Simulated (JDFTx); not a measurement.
# PbS: equation of state with PBEsol

Crystal: PbS.

```xyz
2
Lattice="4.0897 0.0000 0.0000 -2.0448 3.5418 0.0000 0.0000 0.0000 3.7882" Properties=species:S:1:pos:R:3 pbc="T T T"
Pb    0.0000    0.0000    0.0000
S     2.0448    1.1806    1.8941
```

Measurements of this composition are mostly on another form, of space group No. 225.

* Program: JDFTx 1.7.0 (patched build)
* Task: equation of state
* Functional: PBEsol
* Potentials or basis: PseudoDojo-SR-PBEsol-0.4.1-standard with smoothed tails
* Cutoff: 762 eV
* Density cutoff: 6095 eV
* k mesh: 8 × 8 × 7
* Occupations: fermi-dirac, width 0.05 eV
* Spin: no spin polarisation
* Local potential set to -Z/r beyond: 6 bohr
* Bands: 16
* Density cutoff over wavefunction cutoff: 8
* Max SCF steps: 100
* SCF threshold on the energy: 1e-09 Ha
* Solver of the electrons: scf

The equilibrium volume is 25.94 Å³/atom and the bulk modulus at fixed shape and positions is 54 GPa. The pressure derivative of the bulk modulus is 3.5.

Energy against volume, from the lowest point:
```tsv
volume (Å³/atom)	energy (meV/atom)
25.789	0.00
26.338	0.80
26.887	5.28
27.435	13.04
27.984	23.79
28.533	37.28
29.082	53.28
```

Caveat: the cell was scaled at fixed shape and fractional positions, which overstates the stiffness of a crystal with free parameters, most of all of layers and chains. Spin-orbit coupling is left out, which matters for the levels of Pb.
